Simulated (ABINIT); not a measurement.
Runs of ABINIT 10.8.3 (patched build) on MnO2. The structure is trigonal, space group R-3m (No. 166). The conventional cell has a = 2.857 Å, b = 2.857 Å, c = 13.752 Å, α = 90.00°, β = 90.00°, γ = 120.00°. Mn (site symmetry -3m) has 6 O at 1.90 Å as nearest neighbours. Around O (site symmetry 3m) lie 3 Mn at 1.90 Å. Measurements of this composition are mostly on another form, of space group No. 136.

```csv
task,level,potentials or basis,cell,k mesh,cell freedom (optcell),cutoff smearing ecutsm (Ha),optimiser (ionmov),force stop (Ha/bohr),mesh quality,gap on the mesh (eV),pressure (GPa),moment (μB),largest force (eV/Å)
single point,PBEsol,JTH PAW PBE v2.0,as given,11 × 11 × 11,-,-,-,-,not flagged,(a),-1.0,3.00,0.06
band structure,PBEsol,JTH PAW PBE v2.0,as given,9 × 9 × 9,-,-,-,-,not flagged,(b),-1.0,3.00,0.06
band structure,LDA,JTH PAW LDA v2.0,as given,9 × 9 × 9,-,-,-,-,not flagged,0.45,-7.8,3.00,0.46
relaxation of cell and atoms,LDA,JTH PAW LDA v2.0,relaxed,6 × 6 × 6,2,0.5,2,0.0001,coarse,0.35,0.0,3.00,-
```

Alike in all rows: spin collinear, ferromagnetic start; cutoff (eV) 707; smearing fermi-dirac 0.05 eV.

Q: Estimate the missing entries.

A: (a) 0.75; (b) 0.74.

Caveats: some runs use coarse meshes; a cell with one magnetic atom can't hold antiferromagnetic order, which such compounds often take; the PAW data sets were made with another functional, which shifts forces and pressure a little (some runs); an odd mesh through Γ misses points on the zone boundary, where band edges often lie (some runs).
